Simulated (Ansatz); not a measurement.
Input of an Ansatz 0.2.0 run:

Contents of input.yaml:

```yaml
crystal:
  lattice:
    - [0.0, 2.269, 2.269]
    - [2.269, 0.0, 2.269]
    - [2.269, 2.269, 0.0]
  atoms:
    - { symbol: P, position: [0.75, 0.75, 0.75] }
    - { symbol: B, position: [0.0, 0.0, 0.0] }
hamiltonian:
  xc: pbe
  pseudopotentials: { kind: paw, core: large }
kpoints:
  mp_grid: { grid: [10, 10, 10] }
  band_path:
    path:
      - [[0.0, 0.0, 0.0], [0.5, 0.0, 0.5], [0.5, 0.25, 0.75], [0.375, 0.375, 0.75], [0.0, 0.0, 0.0], [0.5, 0.5, 0.5], [0.625, 0.25, 0.625], [0.5, 0.25, 0.75], [0.5, 0.5, 0.5], [0.375, 0.375, 0.75]]
      - [[0.625, 0.25, 0.625], [0.5, 0.0, 0.5]]
    npoints: 14
scf:
  occupations: { method: fermi_dirac, width: 0.05 }
  n_extra_bands: 6
output:
  forces: true
  stress: true
  eigenvalues: true
  fatbands: true
```

Potentials or basis: Ansatz PAW.

Launch:

```bash
$ ansatz run input.yaml --threads 2 --pin off --max-ram 5120MiB --backend cpu --events-out ev --progress --plain --runs-dir out
```

Question: Predict the band gap on the k mesh.

Answer: 1.24 eV, indirect (least direct gap 3.40 eV).

Question: Predict the pressure.

Answer: 1.1 GPa.

Question: Predict the band gap along the path.

Answer: 1.24 eV, indirect (least direct gap 3.40 eV).

Levels at the corners of the path, in eV from the valence-band top:
```tsv
point	band 1	band 2	band 3	band 4	band 5	band 6	band 7	band 8	band 9
Γ	-15.46	0.00	0.00	0.00	3.40	3.40	3.40	7.37	11.51
X	-10.60	-8.58	-4.11	-4.11	1.34	1.66	12.08	12.08	15.22
W	-10.33	-8.06	-5.67	-5.47	5.33	6.76	7.24	7.44	12.76
K	-10.61	-8.16	-6.22	-3.50	2.15	5.99	9.71	10.59	11.62
Γ	-15.46	0.00	0.00	0.00	3.40	3.40	3.40	7.37	11.51
L	-12.13	-9.03	-1.76	-1.76	3.78	4.71	4.71	10.12	14.48
U	-10.61	-8.16	-6.22	-3.50	2.15	5.99	9.71	10.59	11.62
W	-10.33	-8.06	-5.67	-5.47	5.33	6.76	7.24	7.44	12.76
L	-12.13	-9.03	-1.76	-1.76	3.78	4.71	4.71	10.12	14.48
K	-10.61	-8.16	-6.22	-3.50	2.15	5.99	9.71	10.59	11.62
U	-10.61	-8.16	-6.22	-3.50	2.15	5.99	9.71	10.59	11.62
X	-10.60	-8.58	-4.11	-4.11	1.34	1.66	12.08	12.08	15.22
```
